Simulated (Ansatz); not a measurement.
The system is Cs2AgBiBr6.

```xyz
10
Lattice="0.0000 5.6161 5.6161 5.6161 0.0000 5.6161 5.6161 5.6161 0.0000" Properties=species:S:1:pos:R:3 pbc="T T T"
Bi    0.0000    0.0000    0.0000
Cs    8.4242    8.4242    8.4242
Cs    2.8081    2.8081    2.8081
Ag    5.6161    5.6161    5.6161
Br    5.6161    5.6161    8.4180
Br    5.6161    5.6161    2.8142
Br    2.8142    5.6161    5.6161
Br    5.6161    8.4180    5.6161
Br    8.4180    5.6161    5.6161
Br    5.6161    2.8142    5.6161
```

- Program: Ansatz 0.2.0
- Task: relaxation of cell and atoms
- Functional: PBE
- Potentials or basis: Ansatz PAW
- Cutoff: 420 eV (not typed: the program's choice for these potentials)
- k mesh: 4 × 4 × 4
- Occupations: fermi-dirac, width 0.05 eV
- Spin: no spin polarisation

At the start: volume 35.43 Å³/atom.

**Question.** Where does the relaxation end?

**Answer.** It ends after 5 steps and the volume is 37.86 Å³/atom (+6.9 %); space group Fm-3m (No. 225, to 0.05 Å).

Step by step:
| step | energy change (eV) | largest force (eV/Å) | volume (Å³) |
| --- | --- | --- | --- |
| 1 | 0.0000 | 0.2904 | 354.27 |
| 2 | -0.1151 | 0.1992 | 372.43 |
| 3 | -0.1339 | 0.0514 | 375.82 |
| 4 | -0.1356 | 0.0006 | 378.62 |
| 5 | -0.1373 | 0.0008 | 378.62 |

Final structure:
```
Bi Cs Ag Br
1.0
     0.00000    5.74194    5.74194
     5.74194    0.00000    5.74194
     5.74194    5.74194    0.00000
Bi Cs Ag Br
1 2 1 6
Direct
  0.00000 0.00000 0.00000
  0.75000 0.75000 0.75000
  0.25000 0.25000 0.25000
  0.50000 0.50000 0.50000
  0.74869 0.74869 0.25131
  0.25131 0.25131 0.74869
  0.74869 0.25131 0.25131
  0.74869 0.25131 0.74869
  0.25131 0.74869 0.74869
  0.25131 0.74869 0.25131
```

Caveat: the plane-wave basis is chosen anew once the cell has moved, so the energies of steps on either side of that aren't comparable.
